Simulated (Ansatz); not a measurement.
# LiF: the cost of one run

Program: Ansatz 0.2.0, driven from Python. Level of theory: DFT r2SCAN, plane waves, PAW. These are calculated values, not measurements.

### 1 Starting point

It takes space group P6_3mc (No. 186, hexagonal). The conventional cell has a = 3.061 Å, b = 3.061 Å, c = 4.807 Å, α = 90.00°, β = 90.00°, γ = 120.00°. Li (site symmetry 3m) is surrounded by 4 F at 1.85 to 1.86 Å. Around F (site symmetry 3m) lie 4 Li at 1.85 to 1.86 Å.

The script holds or builds the structure itself.

### 2 The code

bands_lif.py

```python
'''Band structure of LiF.'''

import warnings

import ansatz
import matplotlib.pyplot as plt
import numpy as np
import pandas as pd

OCCUPATIONS = 'fixed'
KMESH = (6, 6, 4)
XC = 'r2SCAN'
EXTRA_BANDS = 8

warnings.simplefilter('ignore', ansatz.DeckWarning)

system = (
    ansatz.Lattice.of((3.06094, 0.0, 0.0), (-1.53047, 2.650852, 0.0), (0.0, 0.0, 4.807325))
    .atom('Li', (1 / 3, 2 / 3, 0.381154))
    .atom('Li', (2 / 3, 1 / 3, 0.881154))
    .atom('F', (1 / 3, 2 / 3, 0.993844))
    .atom('F', (2 / 3, 1 / 3, 0.493844))
)

# vertices of the path, as fractions of the reciprocal vectors
path = [
    ('G', (0.0, 0.0, 0.0)),
    ('M', (0.5, 0.0, 0.0)),
    ('K', (0.33333, 0.33333, 0.0)),
    ('G', (0.0, 0.0, 0.0)),
    ('A', (0.0, 0.0, 0.5)),
]
calculation = system.calculation()
calculation = calculation.occupations(OCCUPATIONS)
calculation = calculation.kpoints(mesh=KMESH).functional(XC)
calculation = calculation.scf(extra_bands=EXTRA_BANDS).basis(17 * ansatz.Ha)
calculation = calculation.band_structure([point for _, point in path], intervals=4)
calculation = calculation.scf(extra_bands=EXTRA_BANDS).bader_charges()
session = calculation.session()
planned = session.plan(threads=1)
done = planned.execute()
r = done.report

n_atoms = len(r['lattice']['sites'])
print('F =', round(r['free_energy_ev'], 4), 'eV for', n_atoms, 'atoms')
print('E(sigma -> 0) =', round(r['energy_sigma0_ev'], 4), 'eV, TS =', round(r['entropy_ts_ev'], 5), 'eV')
print('closed by', r['closed_by'], 'after', r['n_iterations'], 'iterations')

for term in (ansatz.EnergyTerm.SMEARING, ansatz.EnergyTerm.DISPERSION):
    print(f'F without {term.name.lower()}: {ansatz.free_energy_without(r, term):.5f} eV')

basins = done.bader_charges()
frame = pd.DataFrame([(a.symbol, a.partial_charge_e, a.basin.volume_ang3) for a in basins.atoms], columns=['atom', 'charge (e)', 'volume (A^3)'])
print(frame.round(3).to_string())
print('sum of charges', round(frame['charge (e)'].sum(), 4), ' sum of volumes', round(frame['volume (A^3)'].sum(), 3))

bands = done.band_structure()
fermi = bands.fermi_energy_ev
print(f'zero of the bands: {fermi:.3f} eV, the Fermi level found on the SCF mesh')
reciprocal = 2 * np.pi * np.linalg.inv(done.lattice.cell_ang).T
steps = np.linalg.norm(np.diff(bands.kpoints_frac @ reciprocal, axis=0), axis=1)
distance = np.concatenate([[0], np.cumsum(steps)])
fig, ax = plt.subplots(figsize=(5, 4))
for channel, colour in zip(bands.channels, ('C0', 'C3')):
    ax.plot(distance, channel.eigenvalues_ev - fermi, colour, lw=1)
ax.set_xticks(distance[::4], [label for label, _ in path])
ax.set(ylim=(-8, 8), ylabel='E - E_F (eV)', xlim=(0, distance[-1]))
ax.grid(axis='x')
fig.savefig('bands.png', dpi=100)
first = bands.channels[0].eigenvalues_ev - fermi
near = np.argsort(np.abs(first.mean(axis=0)))[:4]
for band in sorted(near):
    print(f'band {band + 1}: {first[:, band].min():.3f} to {first[:, band].max():.3f} eV')
```

### 3 The input behind the calls

The package turns the script's settings into the engine's input:

```yaml
crystal:
  lattice:
    - [3.06094, 0.0, 0.0]
    - [-1.53047, 2.650852, 0.0]
    - [0.0, 0.0, 4.807325]
  atoms:
    - { symbol: Li, position: [0.3333333333333333, 0.6666666666666666, 0.381154] }
    - { symbol: Li, position: [0.6666666666666666, 0.3333333333333333, 0.881154] }
    - { symbol: F, position: [0.3333333333333333, 0.6666666666666666, 0.993844] }
    - { symbol: F, position: [0.6666666666666666, 0.3333333333333333, 0.493844] }
basis:
  ecutwfc: 462.593566181796
kpoints:
  mp_grid:
    grid: [6, 6, 4]
  band_path:
    path:
      - [0.0, 0.0, 0.0]
      - [0.5, 0.0, 0.0]
      - [0.33333, 0.33333, 0.0]
      - [0.0, 0.0, 0.0]
      - [0.0, 0.0, 0.5]
    npoints: 4
hamiltonian:
  xc: r2scan
scf:
  n_extra_bands: 8
  occupations:
    method: fixed
output:
  bader: true
```

### 4 Running it

Command:

```
$ python bands_lif.py
```

**Question.** How long does this script take on 1 thread of Arm Neoverse V1, shared host, and how much memory does it need?

About 28 s, with a peak of 0.47 GiB.
